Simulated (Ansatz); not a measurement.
Energy landscape near a Ti structure

Level of theory: Ansatz 0.2.0, DFT PBE, scalar-relativistic, plane waves, PAW.

Plane waves to 420 eV, a k mesh through Γ of 16×16×16 on the computed 1-atom cell and Gaussian smearing (0.10 eV); no spin polarisation.

Reference cell:

```
CELL_PARAMETERS angstrom
0.00000 2.03000 2.03000
2.03000 0.00000 2.03000
2.03000 2.03000 0.00000
ATOMIC_POSITIONS crystal
Ti 0.00000 0.00000 0.00000
```

Each variant moves atoms of this cell by the vectors given, if any (Å), and then applies a symmetric strain (tensor components, Cartesian axes). The reference cell isn't relaxed at this level. Energies are per atom at zero smearing, counted from the lowest variant. Pressure is positive in compression.

1. strain (xx yy zz yz xz xy, %) -5.10 -5.10 0.90 -0.32 -0.32 3.39
2. strain (xx yy zz yz xz xy, %) 4.35 4.35 -4.65 0.00 0.00 0.00
3. strain (xx yy zz yz xz xy, %) -1.36 -0.77 -1.93 -0.86 -3.00 0.93
4. strain (xx yy zz yz xz xy, %) 1.01 1.01 -0.49 0.00 0.00 0.00
5. strain (xx yy zz yz xz xy, %) 2.82 -0.18 -0.18 0.00 0.00 0.00
6. strain (xx yy zz yz xz xy, %) 0.69 2.85 4.54 0.29 1.27 -1.06

| variant | ΔE (meV/atom) | P (GPa) | space group |
| --- | --- | --- | --- |
| 1 | 130.6 | 18.18 | C2/m |
| 2 | 8.1 | 0.02 | I4/mmm |
| 3 | 49.7 | 9.93 | P-1 |
| 4 | 0.8 | 2.62 | I4/mmm |
| 5 | 0.0 | 1.56 | I4/mmm |
| 6 | 11.4 | -4.06 | P-1 |

This fcc form isn't the element's structure at ambient conditions.